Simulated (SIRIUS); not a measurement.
**KBr under changes of volume**

One of the cells (33.716 Å³/atom); the others are scaled copies at fixed shape and fractional positions:

```
Br K
1.0
     4.07028    0.00000    0.00000
     0.00000    4.07028    0.00000
     0.00000    0.00000    4.07028
Br K
1 1
Direct
  0.50000 0.50000 0.50000
  0.00000 0.00000 0.00000
```

Measurements of this composition are mostly on another form, of space group No. 225.

```yaml
Program: SIRIUS 7.12.0
Functional: PBE
Potentials_or_basis: all-electron FP-LAPW
Cutoff: 167 eV
Basis: apw+lo standard
k_mesh: 7 × 7 × 7
Occupations: fermi-dirac, width 0.05 eV
Spin: no spin polarisation
```

| volume (Å³/atom) | energy over the lowest point (meV/atom) | gap on the mesh (eV) |
| --- | --- | --- |
| 31.072 | 5.29 | 4.09 |
| 31.733 | ? | ? |
| 32.394 | 0.00 | 3.96 |
| 33.716 | 0.46 | 3.83 |
| 34.378 | 2.41 | 3.78 |
| 35.039 | 5.44 | 3.72 |

What does the run at 31.733 Å³/atom give?

Energy over the lowest point 1.93 meV/atom; gap on the mesh 4.02 eV.

Worked out: A Birch-Murnaghan fit of order 3 (a polynomial in V^(-2/3)) to the other rows has its minimum at 32.93 Å³/atom with B0 = V·E''(V) = 15.7 GPa and B' = 4.7. It gives 1.85 meV/atom at 31.733 Å³/atom, against the run's 1.93. A straight line through the other rows of the gap, of slope -3.08 eV per unit of ln V, gives 4.02 eV, against the run's 4.02.

Energies are extrapolated to zero smearing.

Caveats: an odd mesh through Γ misses points on the zone boundary, where band edges often lie. Spin-orbit coupling on Br is left out.
